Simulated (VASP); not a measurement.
# GaSb (F-43m) in VASP: a series of runs, part 2 of 2

VASP 6.6.1. Earlier steps stand in the parts before.

## Step 6: Single point, PBE

Contents of INCAR:

```
PREC     = Accurate       # precision mode
ENCUT    = 520            # plane-wave cutoff, eV
EDIFF    = 1E-7           # SCF threshold, eV
ISMEAR   = 0              # smearing method
SIGMA    = 0.023          # smearing width, eV
LREAL    = False          # projectors in reciprocal space
LASPH    = True           # aspherical terms in the spheres
NELM     = 60             # most SCF steps
ALGO     = Normal         # electronic algorithm
ISIF     = 2              # what is computed and relaxed
LWAVE    = False          # write WAVECAR
LCHARG   = False          # write CHGCAR
GGA      = PE             # functional
NBANDS   = 16             # bands
```

Contents of KPOINTS:

```
Automatic mesh
0
Gamma
  8 8 8
```

Contents of POSCAR:

```
GaSb
1.0
    0.0000000000      3.0590000000      3.0590000000
    3.0590000000      0.0000000000      3.0590000000
    3.0590000000      3.0590000000      0.0000000000
Sb Ga
1 1
Direct
    0.7500000000      0.7500000000      0.7500000000
    0.0000000000      0.0000000000      0.0000000000
```

Potentials or basis: VASP PAW PBE potentials, release 64 (Sb, Ga_d).

On the command line:

```sh
> cat potpaw_PBE.64/Sb/POTCAR potpaw_PBE.64/Ga_d/POTCAR > POTCAR
> mpirun -np 1 vasp_std > vasp.out
```

OUTCAR:

```text
PREC = Accurate
   ENCUT = 520
   EDIFF = 1E-7
   ISMEAR = 0
   LREAL = False
   LASPH = True
   NELM = 60
   ISIF = 2
   GGA = PE

 ion  position               nearest neighbor table
   1  0.750  0.750  0.750-   2 2.65   2 2.65   2 2.65   2 2.65
   2  0.000  0.000  0.000-   1 2.65   1 2.65   1 2.65   1 2.65

  LATTYP: Found a face centered cubic cell.
 ALAT       =     6.1180000000

  Lattice vectors:

 A1 = (   0.0000000000,   3.0590000000,   3.0590000000)
 A2 = (   3.0590000000,   0.0000000000,   3.0590000000)
[... 625 lines left out ...]
      4     -10.1190      2.00000
      5     -10.1157      2.00000
      6      -4.6266      2.00000
[... 8 lines left out ...]
     15      14.5291      0.00000
     16      15.0416      0.00000

 [... further k-points ...]
[... 5 lines left out ...]
  --------------------------------------------------------------------------------------
  -------------------------------------------------------------------------------------
  Total        0.8516165      0.8516165      0.8516165      0.0000000      0.0000000     -0.0000000
  in kB       23.8334115     23.8334115     23.8334115      0.0000000      0.0000000     -0.0000000
  external PRESSURE =      23.8334115 kB  Pullay stress =       0.0000000 kB

 VOLUME and BASIS-vectors are now :
 -----------------------------------------------------------------------------
  energy-cutoff  :      520.00
  volume of cell :       57.25
      direct lattice vectors                 reciprocal lattice vectors
     0.000000000  3.059000000  3.059000000    -0.163452109  0.163452109  0.163452109
     3.059000000  0.000000000  3.059000000     0.163452109 -0.163452109  0.163452109
     3.059000000  3.059000000  0.000000000     0.163452109  0.163452109 -0.163452109

 POSITION                                       TOTAL-FORCE (eV/Angst)
 -----------------------------------------------------------------------------------
      4.58850      4.58850      4.58850         0.000000      0.000000     -0.000000
      0.00000      0.00000      0.00000        -0.000000     -0.000000      0.000000
 -----------------------------------------------------------------------------------
    total drift:                               -0.000002     -0.000002     -0.000002

  FREE ENERGIE OF THE ION-ELECTRON SYSTEM (eV)
  ---------------------------------------------------
  free  energy   TOTEN  =        -7.3458317637 eV

  energy  without entropy=       -7.3457859330  energy(sigma->0) =       -7.34580885
```

OSZICAR:

```text
N       E                     dE             d eps       ncg     rms          rms(c)
DAV:   1     0.813042400367E+02    0.81304E+02   -0.85899E+03   952   0.136E+03
DAV:   2    -0.118423156572E+01   -0.82488E+02   -0.79465E+02  1112   0.293E+02
DAV:   3    -0.729194610840E+01   -0.61077E+01   -0.60877E+01  1128   0.643E+01
DAV:   4    -0.739850331665E+01   -0.10656E+00   -0.10655E+00  1200   0.943E+00
DAV:   5    -0.740083417758E+01   -0.23309E-02   -0.23308E-02  1112   0.125E+00    0.319E+00
DAV:   6    -0.735738287043E+01    0.43451E-01   -0.62201E-02  1352   0.390E+00    0.191E+00
DAV:   7    -0.734432374030E+01    0.13059E-01   -0.38350E-02  1040   0.158E+00    0.348E-01
DAV:   8    -0.734529425131E+01   -0.97051E-03   -0.44309E-03  1248   0.764E-01    0.842E-02
DAV:   9    -0.734577922423E+01   -0.48497E-03   -0.67041E-04  1056   0.210E-01    0.333E-02
DAV:  10    -0.734581232293E+01   -0.33099E-04   -0.41275E-05  1232   0.420E-02    0.945E-03
DAV:  11    -0.734583116996E+01   -0.18847E-04   -0.25127E-05  1072   0.306E-02    0.734E-03
DAV:  12    -0.734583188374E+01   -0.71378E-06   -0.14728E-06  1208   0.840E-03    0.929E-04
DAV:  13    -0.734583170154E+01    0.18220E-06   -0.42022E-08   872   0.198E-03    0.217E-04
DAV:  14    -0.734583176372E+01   -0.62180E-07   -0.15947E-08   864   0.122E-03
   1 F= -.73458318E+01 E0= -.73458088E+01  d E =-.458307E-04
```

Run time: 11 s. Hardware: 1 thread of Intel Xeon 6975P-C (Granite Rapids), shared host; peak memory 0.18 GiB.

What came out:

- Free energy: -7.3458 eV
- Pressure: 2.4 GPa
- Band gap on the k mesh: 0.04 eV, direct

Levels at points of the mesh, in eV from the valence-band top:
```tsv
k point	band 6	band 7	band 8	band 9	band 10	band 11	band 12	band 13
(0.00, 0.00, 0.00)	-11.48	0.00	0.00	0.00	0.04	2.78	2.78	2.78
(0.50, 0.00, 0.00)	-9.85	-6.37	-1.15	-1.15	0.40	3.75	3.75	6.47
(0.50, 0.50, 0.00)	-9.02	-6.81	-2.57	-2.57	0.90	1.25	8.68	8.68
```

Caveat: spin-orbit coupling is left out, which moves the levels of the heavy elements.

## Step 7: The runs side by side

```tsv
level	spin	cell	k mesh	smearing	gap on the mesh (eV)	pressure (GPa)
PBE	non-collinear, zero start, SOC	a = 4.326 Å, angles 60.0°, 2 atoms	6 × 6 × 6	fermi-dirac 0.05 eV	-	2.6
PBE	off	a = 4.326 Å, angles 60.0°, 2 atoms	3 × 3 × 3	fermi-dirac 0.06 eV	-	4.3
RPBE+D3(BJ)	off	a = 4.172 Å, angles 60.0°, 2 atoms	8 × 8 × 8	fermi-dirac 0.05 eV	0.72	0.1
PBE	off	a = 4.326 Å, angles 60.0°, 2 atoms	8 × 8 × 8	gaussian 0.018 eV	0.04	2.4
PBE	off	a = 4.326 Å, angles 60.0°, 2 atoms	8 × 8 × 8	gaussian 0.023 eV	0.04	2.4
```

Alike in all rows: task single point; potentials or basis VASP PAW PBE potentials, release 64 (Sb, Ga_d); cutoff (eV) 520.

Caveats: some runs use coarse meshes; spin-orbit coupling is left out, which moves the levels of the heavy elements (some runs); the PAW data sets were made with another functional, which shifts forces and pressure a little (some runs).

Absolute energies hang on the potentials; compare differences alone.

## Step 8: Against experiment

Step 4. Against the measured direct gap of GaSb, 0.811 eV (direct; 4.2 K; a printed reference work, data compilation), the calculated 0.94 eV is off by +0.13 eV. Spin-orbit coupling on Ga, Sb is left out. The value is that of RPBE+D3(BJ) on a finite k mesh, which can miss the band edges, without temperature or zero-point motion.

Step 5. A measured gap of GaSb is 0.811 eV (direct; 4.2 K; a printed reference work, data compilation); the calculated 0.04 eV misses it by -0.78 eV. Spin-orbit coupling on Ga, Sb is left out. The value is that of PBE on a finite k mesh, which can miss the band edges, without temperature or zero-point motion. Semilocal functionals fall short of measured gaps as a rule.

Step 6. A measured gap of GaSb is 0.811 eV (direct; 4.2 K; a printed reference work, data compilation); the calculated 0.04 eV misses it by -0.78 eV. Spin-orbit coupling on Ga, Sb is left out. The value is that of PBE on a finite k mesh, which can miss the band edges, without temperature or zero-point motion. Semilocal functionals fall short of measured gaps as a rule.
